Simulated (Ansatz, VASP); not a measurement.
## Rh: VASP beside Ansatz

File INCAR:

```
ALGO     = Fast           # electronic algorithm
EDIFF    = 1E-7           # SCF threshold, eV
ENCUT    = 520            # plane-wave cutoff, eV
GGA      = PE             # functional
ISIF     = 2              # what is computed and relaxed
ISMEAR   = 0              # smearing method
LASPH    = True           # aspherical terms in the spheres
LCHARG   = False          # write CHGCAR
LREAL    = False          # projectors in reciprocal space
LWAVE    = False          # write WAVECAR
NBANDS   = 14             # bands
NELM     = 100            # most SCF steps
PREC     = Accurate       # precision mode
SIGMA    = 0.15           # smearing width, eV
```

The input KPOINTS:

```
k-points
0
Gamma
  22 22 22
```

The input POSCAR:

```
Rh
1.0
    0.0000000000      1.9205655000      1.9015500000
    1.9015500000      0.0000000000      1.9015500000
    1.9015500000      1.9205655000      0.0000000000
Rh
1
Direct
    0.0000000000      0.0000000000      0.0000000000
```

Input for Ansatz:

```yaml
crystal:
  lattice:
    - [0.0, 1.9205655, 1.90155]
    - [1.90155, 0.0, 1.90155]
    - [1.90155, 1.9205655, 0.0]
  atoms:
    - { symbol: Rh, position: [0.0, 0.0, 0.0] }
basis:
  ecutwfc: 420
kpoints:
  mp_grid: { grid: [22, 22, 22] }
hamiltonian:
  xc: pbe
scf:
  occupations: { method: gaussian, width: 0.15 }
output:
  forces: true
  stress: true
  eigenvalues: true
```

Change from the starting cell: strain +0.0100 x Voigt [0, 1, 0, 0, 0, 0], atoms carried along.

Alike in both runs: task single point; functional PBE; k mesh 22 × 22 × 22; occupations gaussian, width 0.15 eV; no spin polarisation.

```csv
,VASP,Ansatz
version,VASP 6.6.1,Ansatz 0.2.0
potentials or method,"VASP PAW PBE potentials, release 64 (Rh_pv)","scalar-relativistic, plane waves, PAW"
plane-wave cutoff (eV),520,420
valence electrons in the cell,15,17
```

|  | VASP | Ansatz | Ansatz less VASP |
| --- | --- | --- | --- |
| gap on the k mesh at the Fermi level (eV) | none | none | - |
| pressure (GPa) | 3.1 | 3.1 | -0.01 |
| largest component of the traceless stress (GPa) | 1.59 | 1.60 | +0.004 |

A gap of «none» marks a metal or a gap that the smearing closes. The functional is the same, so the differences come from potentials, cutoffs and numerics. The two sets of potentials don't hold the same shells in valence.
